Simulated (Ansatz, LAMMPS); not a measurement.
# Structural relaxation of amorphous TiO2 at 3.05 g/cm^3 (84 atoms), part 2 of 4

How does amorphous TiO2 at 3.05 g/cm^3 (84 atoms) relax, and what do bonds, charges and levels look like afterwards?

Ansatz 0.2.0; Kohn-Sham DFT, PBE, PAW (set soft_2), plane waves.

The cell: 28 Ti and 56 O. The quench rate of 50 K/ps far exceeds what a furnace or splat quench reaches. The starting topology of bonds comes from the classical model. Only the Γ point is sampled in the main run, in a cell whose shortest periodic width is 11 Å.

So far. Step 3 (Single point at the start): Neighbours are counted within 2.64 Å (O-Ti).

## 4. Relaxation

The atoms are relaxed in the fixed cell, aiming at the force tolerance of the input.

input.yaml reads:

```yaml
crystal:
  lattice:
    - [10.6745, 0.0, 0.0]
    - [0.0, 10.6745, 0.0]
    - [0.0, 0.0, 10.6745]
  atoms:
    [... the 84 atom lines of step 3 ...]
kpoints:
  mp_grid: { grid: [1, 1, 1] }
hamiltonian:
  xc: pbe
scf:
  occupations: { method: fermi_dirac, width: 0.025 }
output:
  forces: true
relax:
  f_tol: 0.04
  max_steps: 250
```

On the command line:

```sh
ansatz run input.yaml --threads 4 --pin off --max-ram 8192MiB --backend cpu --events-out ev --progress --plain --runs-dir out
```

Numbers of over 12 decimals in the logs are rounded to 6 here.

What it wrote:

```text
[...]
Crystal: 84 atoms, lattice volume = 1216.305 Å³
Basis set: ecut = 420 eV, 23847 PW (Γ), exchange–correlation on 144×144×144 points (8 copies of the dense FFT grid, shifted against one another)
Bands: 420, of which v1, the nominal top of the filled ones, is band 336 counted from 1 (335 counted from 0)
Symmetry: 1 space group operations
[...]
k-points: 1
[...]
SCF iter   1: F=—  HF=-101871.456388 eV  |F-HF|=—  |Δ(HF+E_count)|=         —  Δρ=4.13e-3  dr2=2.10e-1  ethr=1.77e-3  ⟨swp⟩=5.0  Hψ=1555  notcnv=0  defer=39
[...]
SCF iter   7: F=-101871.449672 eV  HF=-101871.449667 eV  |F-HF|=5.11e-6  |Δ(HF+E_count)|=   2.99e-5  Δρ=4.50e-5  dr2=2.93e-5  ethr=5.95e-9  ⟨swp⟩=2.0  Hψ=1371  notcnv=0
SCF 1 converged in 7 iterations: F = -101871.449672 eV  dr2 = 2.93e-5
[...]
relax step   1: F+E_penalty+E_count = -101871.44967232 eV  Δ(F+E_penalty+E_count) = +0.000e0 eV  max|allowed force component| = 1.937e0 eV/Å  Δτ_max = 0.0000 Å  (7 SCF iters, dr2 threshold 4.00e-5 eV, accepted)
[...]
relax step   2: F+E_penalty+E_count = -101873.82498299 eV  Δ(F+E_penalty+E_count) = -2.375e0 eV  max|allowed force component| = 1.159e0 eV/Å  Δτ_max = 0.1116 Å  (8 SCF iters, dr2 threshold 1.00e-4 eV, accepted)
[...]
relax step   3: F+E_penalty+E_count = -101874.75028276 eV  Δ(F+E_penalty+E_count) = -9.253e-1 eV  max|allowed force component| = 4.467e-1 eV/Å  Δτ_max = 0.1357 Å  (8 SCF iters, dr2 threshold 8.39e-5 eV, accepted)
relax step   4: F+E_penalty+E_count = -101875.11205785 eV  Δ(F+E_penalty+E_count) = -3.618e-1 eV  max|allowed force component| = 3.352e-1 eV/Å  Δτ_max = 0.2000 Å  (8 SCF iters, dr2 threshold 2.96e-5 eV, accepted)
relax step   5: F+E_penalty+E_count = -101875.30606698 eV  Δ(F+E_penalty+E_count) = -1.940e-1 eV  max|allowed force component| = 2.228e-1 eV/Å  Δτ_max = 0.2000 Å  (9 SCF iters, dr2 threshold 1.67e-5 eV, accepted)
relax step   6: F+E_penalty+E_count = -101875.34607418 eV  Δ(F+E_penalty+E_count) = -4.001e-2 eV  max|allowed force component| = 3.160e-1 eV/Å  Δτ_max = 0.1117 Å  (8 SCF iters, dr2 threshold 2.19e-5 eV, accepted)
relax step   7: F+E_penalty+E_count = -101875.43059970 eV  Δ(F+E_penalty+E_count) = -8.453e-2 eV  max|allowed force component| = 2.857e-1 eV/Å  Δτ_max = 0.2000 Å  (8 SCF iters, dr2 threshold 4.41e-5 eV, accepted)
relax step   8: F+E_penalty+E_count = -101875.48706123 eV  Δ(F+E_penalty+E_count) = -5.646e-2 eV  max|allowed force component| = 2.584e-1 eV/Å  Δτ_max = 0.1149 Å  (7 SCF iters, dr2 threshold 6.67e-5 eV, accepted)
relax step   9: F+E_penalty+E_count = -101875.60529608 eV  Δ(F+E_penalty+E_count) = -1.182e-1 eV  max|allowed force component| = 3.614e-1 eV/Å  Δτ_max = 0.1948 Å  (8 SCF iters, dr2 threshold 5.46e-5 eV, accepted)
relax step  10: F+E_penalty+E_count = -101875.64826724 eV  Δ(F+E_penalty+E_count) = -4.297e-2 eV  max|allowed force component| = 6.873e-1 eV/Å  Δτ_max = 0.1950 Å  (7 SCF iters, dr2 threshold 1.00e-4 eV, accepted)
relax step  11: F+E_penalty+E_count = -101875.75686612 eV  Δ(F+E_penalty+E_count) = -1.086e-1 eV  max|allowed force component| = 1.996e-1 eV/Å  Δτ_max = 0.2000 Å  (8 SCF iters, dr2 threshold 1.00e-4 eV, accepted)
relax step  12: F+E_penalty+E_count = -101875.73069061 eV  Δ(F+E_penalty+E_count) = +2.618e-2 eV  max|allowed force component| = 3.526e-1 eV/Å  Δτ_max = 0.2000 Å  (9 SCF iters, dr2 threshold 3.36e-6 eV, rejected (line search))
relax step  13: F+E_penalty+E_count = -101875.78241054 eV  Δ(F+E_penalty+E_count) = -2.554e-2 eV  max|allowed force component| = 7.889e-2 eV/Å  Δτ_max = 0.1000 Å  (11 SCF iters, accepted)
relax step  14: F+E_penalty+E_count = -101875.78668745 eV  Δ(F+E_penalty+E_count) = -4.277e-3 eV  max|allowed force component| = 4.702e-2 eV/Å  Δτ_max = 0.0655 Å  (11 SCF iters, accepted)
relax step  15: F+E_penalty+E_count = -101875.78663777 eV  Δ(F+E_penalty+E_count) = +4.969e-5 eV  max|allowed force component| = 7.985e-2 eV/Å  Δτ_max = 0.0668 Å  (11 SCF iters, rejected (line search))
[...]
relax step  16: F+E_penalty+E_count = -101875.79098225 eV  Δ(F+E_penalty+E_count) = -4.295e-3 eV  max|allowed force component| = 1.541e-2 eV/Å  Δτ_max = 0.0334 Å  (10 SCF iters, accepted)
SCF converged after 10 iterations
Free energy (F): -101875.790982 eV
[...]
Internal energy: -101875.790982 eV  (E = F + TS)
E sigma→0 (E₀):  -101875.790982 eV
Fermi energy:    5.644787 eV
[...]
--- Forces (eV/Å), atoms counted from 1 ---
  atom   1  Ti    -0.00126353    -0.00480458    -0.00002179
  atom   2  Ti     0.00588615    -0.00236902    -0.00727614
  atom   3  Ti     0.00112159     0.00345739    -0.00450529
  atom   4  Ti    -0.00317949    -0.00117351    -0.00641304
  atom   5  Ti     0.00169793    -0.01350029    -0.00189182
  atom   6  Ti    -0.00731336    -0.00665564     0.00498260
  atom   7  Ti     0.00296122    -0.00002591    -0.01079554
  atom   8  Ti     0.00150587    -0.00162335     0.00024943
  atom   9  Ti    -0.00041646     0.00024380    -0.00445974
  atom  10  Ti     0.00799668     0.00056336     0.00881808
  atom  11  Ti     0.00629005    -0.00650748     0.00420772
  atom  12  Ti     0.00266677     0.00100546    -0.00141530
  atom  13  Ti     0.00019181    -0.00582501     0.00542740
  atom  14  Ti    -0.00074807    -0.00163158     0.00616456
[...]
atom  83  O     -0.01134113    -0.00088899     0.00354426
  atom  84  O     -0.00156510     0.00343059     0.00065320
  max |Σ_I F_I| component: 1.72e-4 eV/Å
--- Relaxed structure (16 steps of the walk, 14 accepted, 0 SCFs on fresh bases) ---
  F+E_penalty+E_count = -101875.79098225 eV   max|allowed force component| = 1.541e-2 eV/Å
  atoms:
    - { symbol: Ti, position: [0.206053, 0.865967, 0.907964] }
    - { symbol: Ti, position: [0.150216, 0.670838, 0.672063] }
    - { symbol: Ti, position: [0.046570, 0.00959806, 0.175925] }
    - { symbol: Ti, position: [0.868322, 0.149279, 0.510814] }
[...]
- { symbol: O, position: [0.794889, 0.093869, 0.372594] }
```

Wall time 2.5 min (4 threads of AMD EPYC 7B13 (Zen 3), shared host); peak memory 1.7 GiB.

The steps of the relaxation:

| step | energy less that of the first step (eV) | largest force component (eV/Å) |
| --- | --- | --- |
| 1 | 0.0000 | 1.9372 |
| 2 | -2.3753 | 1.1590 |
| 3 | -3.3006 | 0.4467 |
| 4 | -3.6624 | 0.3352 |
| 5 | -3.8564 | 0.2228 |
| 6 | -3.8964 | 0.3160 |
| 7 | -3.9809 | 0.2857 |
| 8 | -4.0374 | 0.2584 |
| 9 | -4.1556 | 0.3614 |
| 10 | -4.1986 | 0.6873 |
| 11 | -4.3072 | 0.1996 |
| 12 | -4.2810 | 0.3526 |
| 13 | -4.3327 | 0.0789 |
| 14 | -4.3370 | 0.0470 |
| 15 | -4.3370 | 0.0799 |
| 16 | -4.3413 | 0.0154 |

Relaxation steps 12, 15 were tried and not accepted.

The atoms that moved most (Å):

| atom | dx | dy | dz | length |
| --- | --- | --- | --- | --- |
| O38 | -0.873 | -0.632 | 0.158 | 1.090 |
| O69 | -0.679 | -0.349 | -0.153 | 0.779 |
| O63 | -0.681 | -0.087 | 0.056 | 0.689 |
| Ti23 | 0.021 | 0.215 | -0.630 | 0.666 |
| O54 | 0.287 | 0.468 | -0.343 | 0.648 |
| O34 | 0.579 | 0.015 | -0.224 | 0.621 |
| Ti4 | -0.219 | -0.446 | -0.365 | 0.616 |
| O83 | -0.583 | -0.165 | -0.042 | 0.607 |

The relaxation changed the energy by -51.7 meV/atom, and atoms moved by 0.37 Å r.m.s., 1.1 Å at most.

## 5. Local order after relaxation

Bonds before and after, by the cutoffs listed below:

| pair | bonds before | bonds after | mean before (Å) | mean after (Å) | spread before (Å) | spread after (Å) |
| --- | --- | --- | --- | --- | --- | --- |
| O-Ti | 121 | 130 | 1.847 | 1.908 | 0.149 | 0.151 |

Density 3.05 g/cm³, 14.48 Å³ an atom.

Pair distribution functions g(r), in bins of 0.2 Å:

| r (Å) | total | O-O | O-Ti | Ti-Ti |
| --- | --- | --- | --- | --- |
| 1.70 | 0.70 | 0.00 | 1.58 | 0.00 |
| 1.90 | 3.64 | 0.00 | 8.17 | 0.00 |
| 2.10 | 0.47 | 0.00 | 1.06 | 0.00 |
| 2.30 | 0.13 | 0.05 | 0.24 | 0.00 |
| 2.50 | 0.30 | 0.54 | 0.15 | 0.00 |
| 2.70 | 0.71 | 1.55 | 0.04 | 0.00 |
| 2.90 | 1.62 | 3.55 | 0.07 | 0.14 |
| 3.10 | 1.05 | 1.85 | 0.22 | 1.16 |
| 3.30 | 0.85 | 1.14 | 0.34 | 1.69 |
| 3.50 | 1.11 | 0.78 | 0.80 | 3.72 |
| 3.70 | 0.92 | 0.59 | 1.12 | 1.47 |
| 3.90 | 1.06 | 0.77 | 1.58 | 0.08 |
| 4.10 | 1.02 | 0.71 | 1.43 | 0.65 |
| 4.30 | 0.89 | 0.63 | 1.09 | 1.13 |
| 4.50 | 1.14 | 0.53 | 1.79 | 0.93 |
| 4.70 | 1.18 | 0.81 | 1.66 | 0.72 |
| 4.90 | 1.02 | 1.07 | 0.95 | 1.13 |
| 5.10 | 1.07 | 1.27 | 0.83 | 1.24 |

Bonds by pair of elements; cutoffs follow the first minimum of g(r), held within bounds set by covalent radii, and pairs that aren't listed don't count as bonded:

| pair A-B | cutoff (Å) | bonds | mean length (Å) | spread (Å) | shortest (Å) | B about A | A about B |
| --- | --- | --- | --- | --- | --- | --- | --- |
| O-Ti | 2.64 | 130 | 1.91 | 0.151 | 1.74 | 2.32 | 4.64 |

How many atoms have how many bonded neighbours:

| element | mean | 2 | 3 | 4 | 5 | 6 |
| --- | --- | --- | --- | --- | --- | --- |
| O | 2.32 | 39 | 16 | 1 | 0 | 0 |
| Ti | 4.64 | 0 | 0 | 13 | 12 | 3 |

Bond angles (no mean is given where the spread exceeds 20°):

| angle | count | mean (°) | spread (°) |
| --- | --- | --- | --- |
| O-Ti-O | 243 | - | - |
| Ti-O-Ti | 93 | - | - |

Bond length by coordination (bonds to H left out):

| element | coordination | atoms | mean bond length (Å) |
| --- | --- | --- | --- |
| O | 2 | 39 | 1.83 |
| O | 3 | 16 | 2.01 |
| O | 4 | 1 | 2.16 |
| Ti | 4 | 13 | 1.83 |
| Ti | 5 | 12 | 1.94 |
| Ti | 6 | 3 | 2.03 |

Rings of the network by King's shortest-path rule, up to 12 atoms, one path for each pair of neighbours; H, halogens, alkali and alkaline-earth atoms are left out, and the last column divides by all other atoms, bonded or not:

| ring size (atoms) | rings | per network atom |
| --- | --- | --- |
| 4 | 13 | 0.155 |
| 6 | 18 | 0.214 |
| 8 | 40 | 0.476 |
| 10 | 34 | 0.405 |
| 12 | 26 | 0.31 |

For some of the pairs, g(r) has its first main peak near 2.9 Å (O-O), 1.9 Å (O-Ti) and 3.5 Å (Ti-Ti). With the cutoffs above, 70 % of O atoms have 2 and 46 % of Ti atoms have 4 bonded neighbours. Bonds at O atoms with 2 neighbours average 1.83 Å, against 2.01 Å at those with 3. Rings of 8 atoms are the most common (31 % of those counted); sizes run from 4 to 12, where the search stops.

(Part 2 of 4 ends here.)

[Logs are printed without paths, hosts, clocks, repeated set-up lines and the standing remarks that a program may print on its own settings, such as how far it seeks lower states.]

[Hosts, paths, dates, database ids (printed as entryN), source tags and the programs' standing remarks are cut or masked in the printed files.]
